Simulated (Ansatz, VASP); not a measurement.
I in VASP and in Ansatz

Contents of INCAR:

```
PREC     = Accurate       # precision mode
ENCUT    = 520            # plane-wave cutoff, eV
EDIFF    = 1E-7           # SCF threshold, eV
ISMEAR   = 0              # smearing method
SIGMA    = 0.1            # smearing width, eV
LREAL    = False          # projectors in reciprocal space
LASPH    = True           # aspherical terms in the spheres
NELM     = 60             # most SCF steps
ALGO     = Normal         # electronic algorithm
ISIF     = 2              # what is computed and relaxed
LWAVE    = False          # write WAVECAR
LCHARG   = False          # write CHGCAR
GGA      = PE             # functional
NBANDS   = 10             # bands
```

The input KPOINTS:

```
regular mesh
0
Gamma
  4 4 6
```

The input POSCAR:

```
I
1.0
    2.5383465792     -3.7066249365      0.0000000000
    2.5383465792      3.7066249365      0.0000000000
   -1.6208748370      0.0000000000      2.3810977968
I
1
Direct
    0.5000000000      0.5000000000      0.5000000000
```

Input for Ansatz:

```yaml
crystal:
  lattice:
    - [2.5383465792, -3.7066249365, 0.0]
    - [2.5383465792, 3.7066249365, 0.0]
    - [-1.620874837, 0.0, 2.3810977968]
  atoms:
    - { symbol: I, position: [0.5, 0.5, 0.5] }
basis:
  ecutwfc: "44 Ry"
  ecutrho_ratio: 8
kpoints:
  mp_grid: { grid: [4, 4, 6] }
hamiltonian:
  xc: pbe
scf:
  occupations: { method: gaussian, width: 0.1 }
output:
  forces: true
  stress: true
  eigenvalues: true
```

Alike in both runs: task single point; functional PBE; k mesh 4 × 4 × 6; occupations gaussian, width 0.1 eV; no spin polarisation.

|  | VASP | Ansatz |
| --- | --- | --- |
| version | VASP 6.6.1 | Ansatz 0.2.0 |
| potentials or method | VASP PAW PBE potentials, release 64 (I) | scalar-relativistic, plane waves, PAW |
| plane-wave cutoff (eV) | 520 | 599 |
| valence electrons in the cell | 7 | 17 |

VASP gave:

* gap on the k mesh at the Fermi level (eV): none
* pressure (GPa): 0.9
* largest component of the traceless stress (GPa): 0.25

Problem. What did Ansatz give for the same quantities?

Solution. gap on the k mesh at the Fermi level (eV): none; pressure (GPa): 1.0; largest component of the traceless stress (GPa): 0.27.

A gap of «none» marks a metal or a gap that the smearing closes. The functional is the same, so the differences come from potentials, cutoffs and numerics. The two sets of potentials don't hold the same shells in valence.

Caveats: the k mesh is coarse (spacing up to 0.44 Å⁻¹), so the values aren't converged; an odd number of electrons without spin polarisation forces a metal; a magnetic or distorted state may lie lower. The runs have no spin-orbit coupling, so splittings on I are missing.
